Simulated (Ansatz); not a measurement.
Ge: one atom moved along a line

The calculation used Ansatz 0.2.0, DFT PBEsol, scalar-relativistic, plane waves, PAW. Settings: plane waves to 420 eV, k-mesh 12×12×4 (Γ-centred), Gaussian smearing 0.15 eV. No spin polarisation. Energies are free energies at this smearing, counted from the undisturbed cell; pressure is positive in compression.

Reference structure (relaxed at this level; this form isn't the usual structure):

```
CELL_PARAMETERS angstrom
4.00416 0.00000 0.00000
-2.00208 3.46771 0.00000
0.00000 0.00000 13.14505
ATOMIC_POSITIONS crystal
Ge 0.00000 0.00000 0.40681
Ge 0.00000 0.00000 0.59319
Ge 0.00000 0.00000 0.90681
Ge 0.00000 0.00000 0.09319
Ge 0.33333 0.66667 0.34414
Ge 0.66667 0.33333 0.65586
Ge 0.66667 0.33333 0.84414
Ge 0.33333 0.66667 0.15586
```

Atom 5 (Ge) is moved by x along the Cartesian unit vector (0.000, -0.942, 0.336); the cell and all other atoms stay fixed.

```
  x (Å)  ΔE (meV/cell)
-0.2000          175.1
-0.0667           22.6
 0.0000            0.0
 0.1333          109.4
```

(1) Predict the pressure (GPa) at each point.

## Answers

(1)
```
  x (Å) pressure (GPa)
-0.2000             0.2
-0.0667             0.0
 0.0000             0.0
 0.1333             0.2
```